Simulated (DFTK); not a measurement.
**Pd under changes of volume**

One of the cells (14.750 Å³/atom); the others are scaled copies at fixed shape and fractional positions:

```xyz
1
Lattice="0.0000 1.9465 1.9465 1.9465 0.0000 1.9465 1.9465 1.9465 0.0000" Properties=species:S:1:pos:R:3 pbc="T T T"
Pd    0.0000    0.0000    0.0000
```

```yaml
Program: DFTK 0.8.2
Functional: r2SCAN
Potentials_or_basis: cp2k.nc.sr.pbe.v0_1.largecore.gth (PBE, GTH, large core)
Cutoff: 1551 eV
k_mesh: 7 × 7 × 7
Occupations: fermi-dirac, width 0.05 eV
Spin: no spin polarisation
```

```csv
volume (Å³/atom),energy over the lowest point (meV/atom),pressure (GPa)
13.865,46.79,17.0
14.160,21.24,11.1
14.455,6.06,5.8
14.750,0.00,1.3
15.045,?,?
15.340,10.15,-6.0
15.635,24.12,-8.9
```

Problem. What does the run at 15.045 Å³/atom give?

Solution. Energy over the lowest point 1.77 meV/atom; pressure -2.6 GPa.

Worked out: A Birch-Murnaghan fit of order 3 (a polynomial in V^(-2/3)) to the other rows has its minimum at 14.83 Å³/atom with B0 = V·E''(V) = 203 GPa and B' = 6.8. It gives 1.75 meV/atom at 15.045 Å³/atom, against the run's 1.77, and -dE/dV = -2.8 GPa, against -2.6.

Energies are extrapolated to zero smearing.

Caveats: all runs use coarse meshes; GTH potentials come without recommended cutoffs, and this one wasn't checked for convergence; the potentials were made for another functional, which shifts forces and pressure; this set keeps more shells in the core, which shifts pressures and gaps.
